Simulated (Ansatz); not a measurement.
A run of Ansatz 0.2.0 is set up as follows.

Contents of input.yaml:

```yaml
crystal:
  lattice:
    - [3.0292, 0.0, 0.0]
    - [-1.5146, 2.6233641531, 0.0]
    - [0.0, 0.0, 3.2284]
  atoms:
    - { symbol: Ti, position: [0.0, 0.0, 0.0] }
    - { symbol: B, position: [0.6666666667, 0.3333333333, 0.5] }
    - { symbol: B, position: [0.3333333333, 0.6666666667, 0.5] }
hamiltonian:
  xc: { exchange: r2scan, correlation: r2scan, exx: { coeff: 0.35 } }
  pseudopotentials: { kind: paw }
kpoints:
  mp_grid: { grid: [6, 6, 5] }
scf:
  occupations: { method: fermi_dirac, width: 0.05 }
output:
  forces: true
  stress: true
  eigenvalues: true
```

Potentials or basis: Ansatz PAW.

Launch:

```console
$ ansatz run input.yaml --threads 2 --pin off --max-ram 5632MiB --backend cpu --events-out ev --progress --plain --runs-dir out
```

Estimate the pressure.

-7.3 GPa.

What does it give for the band gap on the k mesh?

None (metal or under the smearing width).

Stress tensor (GPa, compression positive):
```
-6.56  0.00  0.00
 0.00 -6.56  0.00
 0.00  0.00 -8.81
```

Caveat: the k mesh is coarse (spacing up to 0.40 Å⁻¹), so the values aren't converged, least of all with exact exchange; the PAW data sets come from PBE, with cores solved anew for the run's functional, which leaves a small shift of forces and pressure; the thresholds are loose for stress.
